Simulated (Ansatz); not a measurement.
CaSe (started from an entry of an open crystallographic database), relaxed with r2SCAN in the PAW code Ansatz: it is cubic, Fm-3m (No. 225); conventional cell a = 5.935 Å, 26.13 Å³ an atom. Ca has 6 Se at 2.97 Å; Se has 6 Ca at 2.97 Å. The cell was then strained (x, y and z are the cube axes), with the atoms relaxed again; stress is positive in compression. (Simulation; spin polarisation is off.)

- Isotropic -0.92 % on every length: the pressure changes by +1.52 GPa, and the HSE06 gap (Γ → X) goes from 2.999 to 2.926 eV.
- Epitaxial strain of -0.66 % in the (001) plane: the free normal strain is +0.22 % and the in-plane stress changes by +0.89 GPa.

(1) What bulk modulus does the isotropic step give?

(2) Give the volume deformation potential of that gap and its pressure coefficient.

(3) What do the film's normal strain and stress say about the elastic constants?

(4) How much elastic energy does the film store, with 26.13 Å³ an atom?

Results:

(1) Δ ln V = 3 ln(0.9908) = -0.0277, so B ≈ −ΔP/Δ ln V = 55 GPa.

(2) a_V = ΔE_g/Δ ln V = (-0.073)/(-0.0277) = +2.63 eV; dE_g/dP = −a_V/B = -48 meV/GPa, with HSE06's gap and r2SCAN's modulus.

(3) ε⊥/ε∥ = (+0.0022)/(-0.0066) = -0.33, which linear elasticity sets to −2C₁₂/C₁₁. The biaxial modulus is M = −Δσ/ε∥ = 135 GPa.

(4) u = M ε∥² = −Δσ ε∥ = -0.89 × (-0.0066) = 0.0059 GPa, and 1 GPa Å³ is 6.2415 meV: 0.96 meV an atom. The total energies of the two runs differ by 0.92 meV an atom.

The runs are scalar-relativistic, without spin-orbit coupling.

The meshes of the hybrids are coarse, so their gaps aren't converged to the digits shown.
